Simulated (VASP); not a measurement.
# TePb (F-43m) in VASP: density of states with PBEsol

Aim: the density of states of TePb with PBEsol.

Everything below comes from runs of VASP 6.6.1. Logs are shortened: lines on timing, memory, paths and dates and some standing lists are left out, and cuts for length are marked.

### 1 Starting point

Symmetry: F-43m, No. 216, cubic system. Conventional cell: a = 7.206 Å, b = 7.206 Å, c = 7.206 Å, α = 90.00°, β = 90.00°, γ = 90.00°. Pb (site symmetry -43m) has 4 Te at 3.12 Å as nearest neighbours. Around Te (site symmetry -43m) lie 4 Pb at 3.12 Å.

Measurements of this composition are mostly on another form, of space group No. 225.

### 2 Density of states, PBEsol

The input, POSCAR:

```
TePb
1.0
    0.0000000000      3.6029069117      3.6029069117
    3.6029069117      0.0000000000      3.6029069117
    3.6029069117      3.6029069117      0.0000000000
Pb Te
1 1
Direct
    0.0000000000      0.0000000000      0.0000000000
    0.2500000000      0.2500000000      0.2500000000
```

The input, INCAR.step1:

```
SYSTEM = TePb
  PREC = Accurate
  ENCUT = 520
  EDIFF = 1E-6
  ISMEAR = 0
  SIGMA = 0.05
  LREAL = .False.
  LASPH = .True.
  NELM = 80
  ALGO = Normal
  ISIF = 2
  LWAVE = .False.
  LCHARG = .True.
  GGA = PS
  NBANDS = 17
```

The input, KPOINTS.step1:

```
Automatic mesh
0
Gamma
  8 8 8
  0 0 0
```

The input, INCAR.step2:

```
SYSTEM = TePb
  PREC = Accurate
  ENCUT = 520
  EDIFF = 1E-6
  ISMEAR = -5
  SIGMA = 0.05
  LREAL = .False.
  LASPH = .True.
  NELM = 80
  ALGO = Normal
  ISIF = 2
  LWAVE = .False.
  LCHARG = .False.
  GGA = PS
  LORBIT = 10
  NBANDS = 17
  NEDOS = 2001
  ICHARG = 11
```

The input, KPOINTS.step2:

```
Automatic mesh
0
Gamma
  12 12 12
  0 0 0
```

Potentials or basis: VASP PAW PBE potentials, release 64 (Pb_d, Te).

The run is started by

```
cat potpaw_PBE.64/Pb_d/POTCAR potpaw_PBE.64/Te/POTCAR > POTCAR
cp INCAR.step1 INCAR
cp KPOINTS.step1 KPOINTS
mpirun -np 1 vasp_std > vasp.out
cp INCAR.step2 INCAR
cp KPOINTS.step2 KPOINTS
mpirun -np 1 vasp_std > vasp.out
```

OUTCAR:

```text
SYSTEM = TePb
   PREC = Accurate
   ENCUT = 520
   EDIFF = 1E-6
   ISMEAR = -5
   LREAL = .False.
   LASPH = .True.
   NELM = 80
   ISIF = 2
   GGA = PS
   LORBIT = 10
   ICHARG = 11

 ion  position               nearest neighbor table
   1  0.000  0.000  0.000-   2 3.12   2 3.12   2 3.12   2 3.12
   2  0.250  0.250  0.250-   1 3.12   1 3.12   1 3.12   1 3.12

  LATTYP: Found a face centered cubic cell.
 ALAT       =     7.2058138234

  Lattice vectors:

 A1 = (   0.0000000000,   3.6029069117,   3.6029069117)
 A2 = (   3.6029069117,   0.0000000000,   3.6029069117)
 A3 = (   3.6029069117,   3.6029069117,   0.0000000000)

Analysis of symmetry for initial positions (statically):
=====================================================================
 Subroutine PRICEL returns:
 Original cell was already a primitive cell.

 Routine SETGRP: Setting up the symmetry group for a
 face centered cubic supercell.

 Subroutine GETGRP returns: Found 24 space group operations
 (whereof 24 operations were pure point group operations)
 out of a pool of 48 trial point group operations.

The static configuration has the point symmetry T_d .

Analysis of symmetry for dynamics (positions and initial velocities):
=====================================================================
 Subroutine PRICEL returns:
 Original cell was already a primitive cell.

 Routine SETGRP: Setting up the symmetry group for a
 face centered cubic supercell.

 Subroutine GETGRP returns: Found 24 space group operations
 (whereof 24 operations were pure point group operations)
 out of a pool of 48 trial point group operations.

The dynamic configuration has the point symmetry T_d .

 Subroutine INISYM returns: Found 24 space group operations
 (whereof 24 operations are pure point group operations),
 and found     1 'primitive' translations

----------------------------------------------------------------------------------------

                                     Primitive cell

  volume of cell :      93.5382

  direct lattice vectors                    reciprocal lattice vectors
     0.000000000  3.602906912  3.602906912    -0.138776830  0.138776830  0.138776830
     3.602906912  0.000000000  3.602906912     0.138776830 -0.138776830  0.138776830
     3.602906912  3.602906912  0.000000000     0.138776830  0.138776830 -0.138776830

  length of vectors
     5.095279818  5.095279818  5.095279818     0.240368520  0.240368520  0.240368520

  position of ions in fractional coordinates (direct lattice)
     0.000000000  0.000000000  0.000000000
     0.250000000  0.250000000  0.250000000

  ion indices of the primitive-cell ions
   primitive index   ion index
                 1           1
                 2           2

----------------------------------------------------------------------------------------

 KPOINTS: Automatic mesh

Automatic generation of k-mesh.
 Grid dimensions read from file:
 generate k-points for:   12   12   12

 Generating k-lattice:

  Cartesian coordinates                     Fractional coordinates (reciprocal lattice)
    -0.011564736  0.011564736  0.011564736     0.083333333  0.000000000  0.000000000
     0.011564736 -0.011564736  0.011564736     0.000000000  0.083333333  0.000000000
     0.011564736  0.011564736 -0.011564736     0.000000000  0.000000000  0.083333333

  Length of vectors
     0.020030710  0.020030710  0.020030710

  Shift w.r.t. Gamma in fractional coordinates (k-lattice)
     0.000000000  0.000000000  0.000000000

 TETIRR: Found    247 inequivalent tetrahedra from    10368

 Subroutine IBZKPT returns following result:
 ===========================================

 Found     72 irreducible k-points:

 Following reciprocal coordinates:
            Coordinates               Weight
  0.000000  0.000000  0.000000      1.000000
  0.083333  0.000000  0.000000      8.000000
  0.166667  0.000000  0.000000      8.000000
  0.250000  0.000000  0.000000      8.000000
  0.333333  0.000000  0.000000      8.000000
  0.416667  0.000000  0.000000      8.000000
[... 16 lines left out ...]
  0.500000  0.166667  0.000000     24.000000
 -0.416667  0.166667  0.000000     24.000000
 [... further k-points ...]
   k-points           NKPTS =     72   k-points in BZ     NKDIM =     72   number of bands    NBANDS=     17
   number of dos      NEDOS =   2001   number of ions     NIONS =      2
   total plane-waves  NPLWV =  64000
   dimension x,y,z NGX =    40 NGY =   40 NGZ =   40
   dimension x,y,z NGXF=    80 NGYF=   80 NGZF=   80
   ions per type =               1   1
   NGX,Y,Z   is equivalent  to a cutoff of  13.05, 13.05, 13.05 a.u.
   NGXF,Y,Z  is equivalent  to a cutoff of  26.10, 26.10, 26.10 a.u.
 SYSTEM =  TePb
   PREC   = accura    normal or accurate (medium, high low for compatibility)
   ISTART =      0    job   : 0-new  1-cont  2-samecut
   ICHARG =     11    charge: 1-file 2-atom 10-const
   ISPIN  =      1    spin polarized calculation?
   LNONCOLLINEAR =      F non collinear calculations
   LSORBIT =      F    spin-orbit coupling
   LASPH  =      T    aspherical Exc in radial PAW
   ENCUT  =  520.0 eV  38.22 Ry    6.18 a.u.   9.47  9.47  9.47*2*pi/ulx,y,z
   NELM   =     80;   NELMIN=  2; NELMDL=  0     # of ELM steps
   EDIFF  = 0.1E-05   stopping-criterion for ELM
   LREAL  =      F    real-space projection
   EDIFFG = 0.1E-04   stopping-criterion for IOM
   NSW    =      0    number of steps for IOM
   IBRION =     -1    ionic relax: 0-MD 1-quasi-New 2-CG
   NFREE  =      0    steps in history (QN), initial steepest desc. (CG)
   ISIF   =      2    stress and relaxation
   ISYM   =      2    0-nonsym 1-usesym 2-fastsym
   POTIM  = 0.5000    time-step for ionic-motion
   TEBEG  =    0.0;   TEEND  =   0.0 temperature during run
   PSTRESS=    0.0 pullay stress
   NELECT =      20.0000    total number of electrons
   NUPDOWN=      -1.0000    fix difference up-down
   EMIN   =  10.00;   EMAX   =-10.00  energy-range for DOS
   EFERMI =   0.00;   METHOD = LEGACY
   ISMEAR =    -5;   SIGMA  =   0.05  broadening in eV -4-tet -1-fermi 0-gaus
   EFERMI_NEDOS =   21; number of points for ismear=-14 and -15
   IALGO  =     38    algorithm
   IMIX   =      4    mixing-type and parameters
     AMIX     =   0.40;   BMIX     =  1.00
     AMIX_MAG =   1.60;   BMIX_MAG =  1.00
  volume/ion in A,a.u.               =      46.77       315.61
  Fermi-wavevector in a.u.,A,eV,Ry     =   0.978938  1.849924 13.038726  0.958319
  Thomas-Fermi vector in A             =   2.109752
   LORBIT       =     10    0 simple, 1 ext, 2 COOP (PROOUT), +10 PAW based schemes
   GGA     = PS    functional components
   LHFCALC =     F    Hartree Fock is set to
   AEXX    =    0.0000 exact exchange contribution
   IVDW    =     0    specifies the selected vdW correction
   LEPSILON=     F    determine dielectric tensor
   LRPA    =     F    only Hartree local field effects (RPA)
 non-spin polarized calculation
 Fermi weights with tetrahedron method with Bloechl corrections
  energy-cutoff  :      520.00
  volume of cell :       93.54
 maximum number of plane-waves:      2565
 NGX is ok and might be reduce to    40

 number of electron      20.0000003 magnetization

 Free energy of the ion-electron system (eV)
  ---------------------------------------------------
  ext. energy  EPLUGINS =         0.00000000
  ---------------------------------------------------
  free energy    TOTEN  =        -7.69599556 eV

  energy without entropy =       -7.69599556  energy(sigma->0) =       -7.69599556

 E-fermi :   2.9632     XC(G=0):  -7.7594

 val. band max:        2.9603129226   @ k =  -0.2500   0.5000   0.2500
 cond. band min:       3.4035790612   @ k =   0.5000   0.5000   0.0000
 fundamental gap:      0.4432661386
 Fermi energy:         2.9632063911

 k-point     1 :       0.0000    0.0000    0.0000
  band No.  band energies     occupation
      1     -13.9527      2.00000
      2     -13.9527      2.00000
      3     -13.9527      2.00000
      4     -13.9228      2.00000
      5     -13.9228      2.00000
      6      -8.6538      2.00000
[... 9 lines left out ...]
     16       9.9786      0.00000
     17      10.7969      0.00000

 k-point     2 :       0.0833    0.0000    0.0000
  band No.  band energies     occupation
      1     -13.9534      2.00000
      2     -13.9522      2.00000
      3     -13.9522      2.00000
      4     -13.9227      2.00000
      5     -13.9227      2.00000
      6      -8.6154      2.00000
[... 9 lines left out ...]
     16       9.6834      0.00000
     17      10.5759      0.00000

 k-point     3 :       0.1667    0.0000    0.0000
  band No.  band energies     occupation
      1     -13.9556      2.00000
      2     -13.9512      2.00000
      3     -13.9512      2.00000
      4     -13.9227      2.00000
      5     -13.9227      2.00000
      6      -8.5043      2.00000
[... 9 lines left out ...]
     16       9.3643      0.00000
     17      10.2671      0.00000

 k-point     4 :       0.2500    0.0000    0.0000
  band No.  band energies     occupation
      1     -13.9585      2.00000
      2     -13.9498      2.00000
      3     -13.9498      2.00000
      4     -13.9226      2.00000
      5     -13.9226      2.00000
      6      -8.3348      2.00000
[... 9 lines left out ...]
     16       9.2790      0.00000
     17      10.3147      0.00000

 k-point     5 :       0.3333    0.0000    0.0000
  band No.  band energies     occupation
      1     -13.9614      2.00000
      2     -13.9485      2.00000
      3     -13.9485      2.00000
      4     -13.9223      2.00000
      5     -13.9223      2.00000
      6      -8.1368      2.00000
[... 9 lines left out ...]
     16       9.4787      0.00000
     17      10.6176      0.00000

 k-point     6 :       0.4167    0.0000    0.0000
  band No.  band energies     occupation
      1     -13.9636      2.00000
      2     -13.9476      2.00000
      3     -13.9476      2.00000
      4     -13.9220      2.00000
      5     -13.9220      2.00000
      6      -7.9650      2.00000
[... 9 lines left out ...]
     16       9.9141      0.00000
     17      10.1806      0.00000

 k-point     7 :       0.5000    0.0000    0.0000
  band No.  band energies     occupation
      1     -13.9644      2.00000
      2     -13.9473      2.00000
      3     -13.9473      2.00000
      4     -13.9220      2.00000
      5     -13.9220      2.00000
      6      -7.8940      2.00000
[... 9 lines left out ...]
     16      10.2468      0.00000
     17      10.2468      0.00000

 k-point     8 :       0.0833    0.0833    0.0000
  band No.  band energies     occupation
      1     -13.9542      2.00000
      2     -13.9519      2.00000
      3     -13.9519      2.00000
      4     -13.9230      2.00000
      5     -13.9225      2.00000
      6      -8.6024      2.00000
[... 9 lines left out ...]
     16      10.0381      0.00000
     17      10.9424      0.00000
[... 203 lines left out ...]
      1     -13.9583      2.00000
      2     -13.9497      2.00000
      3     -13.9497      2.00000
      4     -13.9236      2.00000
      5     -13.9219      2.00000
      6      -8.4520      2.00000
[... 9 lines left out ...]
     16      10.2150      0.00000
     17      11.3762      0.00000

 k-point    20 :       0.2500    0.1667    0.0000
  band No.  band energies     occupation
      1     -13.9609      2.00000
      2     -13.9484      2.00000
      3     -13.9482      2.00000
      4     -13.9239      2.00000
      5     -13.9216      2.00000
      6      -8.3224      2.00000
[... 9 lines left out ...]
     16      10.1979      0.00000
     17      11.2640      0.00000

 k-point    21 :       0.3333    0.1667    0.0000
  band No.  band energies     occupation
      1     -13.9634      2.00000
      2     -13.9474      2.00000
      3     -13.9468      2.00000
      4     -13.9239      2.00000
      5     -13.9213      2.00000
      6      -8.1445      2.00000
[... 9 lines left out ...]
     16      10.2480      0.00000
     17      11.1821      0.00000

 k-point    22 :       0.4167    0.1667    0.0000
  band No.  band energies     occupation
      1     -13.9653      2.00000
      2     -13.9466      2.00000
      3     -13.9459      2.00000
      4     -13.9237      2.00000
      5     -13.9213      2.00000
      6      -7.9548      2.00000
[... 9 lines left out ...]
     16      10.4700      0.00000
     17      10.7842      0.00000

 k-point    23 :       0.5000    0.1667    0.0000
  band No.  band energies     occupation
      1     -13.9662      2.00000
      2     -13.9463      2.00000
      3     -13.9455      2.00000
      4     -13.9232      2.00000
      5     -13.9214      2.00000
      6      -7.8154      2.00000
[... 9 lines left out ...]
     16      10.3694      0.00000
     17      10.4856      0.00000

 k-point    24 :      -0.4167    0.1667    0.0000
  band No.  band energies     occupation
      1     -13.9660      2.00000
      2     -13.9463      2.00000
      3     -13.9458      2.00000
      4     -13.9226      2.00000
      5     -13.9219      2.00000
      6      -7.7953      2.00000
[... 9 lines left out ...]
     16       9.7357      0.00000
     17      10.8034      0.00000

 [... further k-points ...]

------------------------ aborting loop because EDIFF is reached ----------------------------------------

  FORCE on cell =-STRESS in cart. coord.  units (eV):
  Direction    XX          YY          ZZ          XY          YZ          ZX
  --------------------------------------------------------------------------------------
  -------------------------------------------------------------------------------------
  Total       -0.0177177     -0.0177177     -0.0177177      0.0000000      0.0000000      0.0000000
  in kB       -0.3034789     -0.3034789     -0.3034789      0.0000000      0.0000000      0.0000000
  external PRESSURE =      -0.3034789 kB  Pullay stress =       0.0000000 kB

 VOLUME and BASIS-vectors are now :
 -----------------------------------------------------------------------------
  energy-cutoff  :      520.00
  volume of cell :       93.54
      direct lattice vectors                 reciprocal lattice vectors
     0.000000000  3.602906912  3.602906912    -0.138776830  0.138776830  0.138776830
     3.602906912  0.000000000  3.602906912     0.138776830 -0.138776830  0.138776830
     3.602906912  3.602906912  0.000000000     0.138776830  0.138776830 -0.138776830

 POSITION                                       TOTAL-FORCE (eV/Angst)
 -----------------------------------------------------------------------------------
      0.00000      0.00000      0.00000         0.000000     -0.000000     -0.000000
      1.80145      1.80145      1.80145        -0.000000      0.000000      0.000000
 -----------------------------------------------------------------------------------
    total drift:                                0.000000      0.000000      0.000000

  FREE ENERGIE OF THE ION-ELECTRON SYSTEM (eV)
  ---------------------------------------------------
  free  energy   TOTEN  =        -7.6959955562 eV

  energy  without entropy=       -7.6959955562  energy(sigma->0) =       -7.69599556

 total charge

# of ion       s       p       d       tot
------------------------------------------
    1        1.461   0.604   9.817  11.883
    2        1.382   1.988   0.014   3.384
--------------------------------------------------
tot          2.843   2.592   9.831  15.267
```

It took 1.8 min on 1 thread of Intel Xeon Platinum 8259CL at 2.50GHz (Skylake/Cascade Lake), shared host; peak memory 0.3 GiB.

Results:

| Quantity | Value |
| --- | --- |
| Valence electrons inside the program's atomic spheres | Pb 11.88; Te 3.38 |

States per cell in windows of 1 eV (zero at the valence-band top; states under -8 eV left out):
| from (eV) | total | Te2_p | Pb1_p | Pb1_s | Te2_d | Te2_s | Pb1_d |
| --- | --- | --- | --- | --- | --- | --- | --- |
| -8.0 | 0.83 | 0.02 | 0.01 | 0.44 | 0.00 | 0.12 | 0.00 |
| -7.0 | 0.14 | 0.00 | 0.00 | 0.07 | 0.00 | 0.03 | 0.00 |
| -6.0 | 0.00 | 0.00 | 0.00 | 0.00 | 0.00 | 0.00 | 0.00 |
| -5.0 | 0.00 | 0.00 | 0.00 | 0.00 | 0.00 | 0.00 | 0.00 |
| -4.0 | 0.82 | 0.22 | 0.10 | 0.00 | 0.00 | 0.00 | 0.00 |
| -3.0 | 2.89 | 0.89 | 0.35 | 0.01 | 0.00 | 0.00 | 0.02 |
| -2.0 | 0.93 | 0.32 | 0.08 | 0.04 | 0.00 | 0.01 | 0.01 |
| -1.0 | 1.38 | 0.50 | 0.06 | 0.13 | 0.00 | 0.02 | 0.01 |
| 0.0 | 0.29 | 0.01 | 0.07 | 0.00 | 0.00 | 0.01 | 0.00 |
| 1.0 | 1.58 | 0.11 | 0.43 | 0.01 | 0.03 | 0.05 | 0.01 |
| 2.0 | 2.11 | 0.29 | 0.51 | 0.01 | 0.05 | 0.01 | 0.02 |
| 3.0 | 1.88 | 0.31 | 0.48 | 0.01 | 0.04 | 0.02 | 0.02 |
| 4.0 | 0.22 | 0.03 | 0.05 | 0.00 | 0.00 | 0.00 | 0.00 |
| 5.0 | 2.14 | 0.18 | 0.10 | 0.02 | 0.09 | 0.01 | 0.06 |
| 6.0 | 1.97 | 0.06 | 0.21 | 0.02 | 0.12 | 0.01 | 0.06 |
| 7.0 | 2.36 | 0.10 | 0.22 | 0.01 | 0.17 | 0.01 | 0.06 |

Caveat: the PAW data sets were made with another functional, which shifts forces and pressure a little.
